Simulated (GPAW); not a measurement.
**Convergence study of shifted k-point meshes for AlSb (R3m, 2 atoms in the cell)**

```xyz
2
Lattice="0.0000 3.0608 3.0608 3.0608 0.0000 3.0608 3.0608 3.0608 0.0000" Properties=species:S:1:pos:R:3 pbc="T T T"
Al     0.0289     0.0289     0.0289
Sb     1.5304     1.5304     1.5304
```

Method: PBE, GPAW PAW datasets PBE (gpaw-data 1.0.1) (plane waves; GPAW).

Base settings: mode = pw; ecut = 600 eV; xc = PBE; kpts = 4 4 4; mesh shift (steps) = 0 0 0; occupations.name = fermi-dirac; occupations.width = 0.01 eV; nbands = -6; convergence.bands = -4; symmetry.symmorphic = false.

In this ladder: kpts_shift = 0.5 0.5 0.5.

Only quantities that move along the ladder and can be compared are tabulated.

The count of work is k-points × plane waves × bands × iterations; it is no time. Core times come from one kind of shared machine, to one figure; runs under 30 s give none.

The starting cell has typed, rounded lattice constants, without a prior relaxation at this level. Its lattice was rescaled by up to half a per cent. One atom was moved a little off its site on purpose.

Steps (kpts): 2 2 2; 3 3 3; 4 4 4; 5 5 5; 6 6 6; 7 7 7; 8 8 8; 9 9 9; 10 10 10; 11 11 11; 12 12 12; 13 13 13; 15 15 15; 16 16 16; 18 18 18; 20 20 20.

Question: What is the coarsest kpts that holds the pressure within 0.05 GPa of the last step, with all finer ones?

Answer: 3 3 3, at 0.0084 of the last step's count of work; the step before is off by 0.30 GPa.

Question: What is the coarsest kpts that holds the forces within 0.005 eV/Å of the last step, with all finer ones?

Answer: 5 5 5, at 0.025 of the last step's count of work; the step before is off by 0.012 eV/Å.

Question: What is the coarsest kpts that holds the free energy within 0.5 meV/atom of the last step, with all finer ones?

Answer: 5 5 5, at 0.025 of the last step's count of work; the step before is off by 0.98 meV/atom.

| kpts | free energy less the last step's (meV/atom) | pressure (GPa) | largest difference of a force vector from the last step's (eV/Å) | count of work / last | core time / last (rough) |
|---|---|---|---|---|---|
| 2 2 2 | 54.64 | 3.03 | 0.325 | 0.0028 | – |
| 3 3 3 | 5.59 | 2.75 | 0.067 | 0.0084 | – |
| 4 4 4 | 0.98 | 2.73 | 0.012 | 0.013 | – |
| 5 5 5 | 0.30 | 2.73 | 0.003 | 0.025 | – |
| 6 6 6 | 0.14 | 2.73 | 0.004 | 0.036 | – |
| 7 7 7 | 0.07 | 2.73 | 0.003 | 0.057 | – |
| 8 8 8 | 0.04 | 2.73 | 0.002 | 0.078 | – |
| 9 9 9 | 0.02 | 2.73 | 0.001 | 0.11 | – |
| 10 10 10 | 0.01 | 2.73 | 0.001 | 0.14 | – |
| 11 11 11 | 0.01 | 2.73 | 0.000 | 0.19 | 0.2 |
| 12 12 12 | 0.00 | 2.73 | 0.000 | 0.24 | 0.2 |
| 13 13 13 | 0.00 | 2.73 | 0.000 | 0.30 | 0.3 |
| 15 15 15 | 0.00 | 2.73 | 0.000 | 0.45 | 0.5 |
| 16 16 16 | 0.00 | 2.73 | 0.000 | 0.53 | 0.5 |
| 18 18 18 | 0.00 | 2.73 | 0.000 | 0.74 | 0.7 |
| 20 20 20 | 0.00 | 2.73 | 0.000 | 1.0 | 1 |
